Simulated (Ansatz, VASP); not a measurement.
**One calculation of Si2Mo, two programs**

```
Si Mo
1.0
    -1.60000    1.60000    3.93050
     1.60000   -1.60000    3.93050
     1.60000    1.60000   -3.93050
Si Mo
2 1
Direct
  0.33300 0.33300 0.00000
  0.66700 0.66700 0.00000
  0.04688 0.00000 0.04688
```

Change from the starting cell: one atom moved.

Alike in both runs: task single point; functional PBEsol; k mesh 16 × 16 × 16; occupations gaussian, width 0.1 eV; no spin polarisation.

```csv
,VASP,Ansatz
version,VASP 6.6.1,Ansatz 0.2.0
potentials or method,"VASP PAW PBE potentials, release 64 (Si, Mo_sv)","scalar-relativistic, plane waves, PAW"
plane-wave cutoff (eV),520,420
valence electrons in the cell,22,22
```

|  | VASP | Ansatz | Ansatz less VASP |
| --- | --- | --- | --- |
| gap on the k mesh at the Fermi level (eV) | none | none | - |
| pressure (GPa) | -0.8 | -1.2 | -0.36 |
| largest component of the traceless stress (GPa) | 1.25 | 1.27 | +0.015 |
| rms of the force components (eV/Å) | 0.582 | 0.577 | -0.0053 |

Atom by atom the forces differ by 0.007 eV/Å (rms over components). A gap of «none» marks a metal or a gap that the smearing closes.

Caveats: the PAW data sets were made with another functional, which shifts forces and pressure a little (VASP).
